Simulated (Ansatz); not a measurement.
KF in the h-MgO structure, relaxed with r2SCAN, was run in Ansatz under altered settings. All numbers are computed, without spin polarisation but where a row says otherwise.

```yaml
crystal:
  lattice:
    - [4.48472, 0.00000, 0.00000]
    - [-2.24236, 3.88388, 0.00000]
    - [0.00000, 0.00000, 5.27169]
  atoms:
    - { symbol: K, position: [0.33333, 0.66667, 0.25000] }
    - { symbol: K, position: [0.66667, 0.33333, 0.75000] }
    - { symbol: F, position: [0.66667, 0.33333, 0.25000] }
    - { symbol: F, position: [0.33333, 0.66667, 0.75000] }
```

The base run's other keys:
```yaml
kpoints:
  mp_grid: { grid: [6, 6, 2] }
hamiltonian:
  xc: hse06
scf:
  occupations: { method: fixed }
  n_extra_bands: 5
```

It takes 13 iterations with 1835 plane waves at 420 eV and 14 k points, and leaves a mean stress of +0.66 GPa. The gap over this mesh is 7.273 eV. It ran on 4 threads of Arm Neoverse N1, on a shared host.

Outcomes, with energy and stress as changes against the base:
```csv
setting,outcome,ΔF (meV/atom),Δ mean stress (GPa),gap on the mesh (eV),iterations,wall time
"PBE hybrid, exx coeff 0.75, omega 0.3 1/Å",converged,–,-1.3,10.485,17,26 s
hamiltonian.xc: hf,converged,–,+1.1,15.889,22,30 s
scf.occupations: gaussian 0.05,converged,0.0,0.0,7.273,13,22 s
```
A dash marks a value that wasn't obtained or can't be compared. Stress is positive in compression. The base took 21 s. The base's mesh is coarse for a hybrid, so its own values aren't converged.

- PBE hybrid, exx coeff 0.75, omega 0.3 1/Å. That is 75 % exact exchange, screened with ω = 0.3 1/Å, against HSE06's 25 % screened at 0.208 1/Å. The mean stress moves by -1.3 GPa and the gap on the mesh by +3.212 eV (to 10.485). Totals of different functionals aren't comparable.
- hamiltonian.xc: hf. The mean stress moves by +1.1 GPa and the gap on the mesh by +8.616 eV (to 15.889). It's another functional on the same cell, so totals aren't comparable.

Within 1 meV an atom, 0.1 GPa and 0.005 eV of the base stay: scf.occupations: gaussian 0.05.

The stress of a hybrid is loosely converged in these runs.

The meshes of the hybrids are coarse, so their gaps aren't converged to the digits shown.
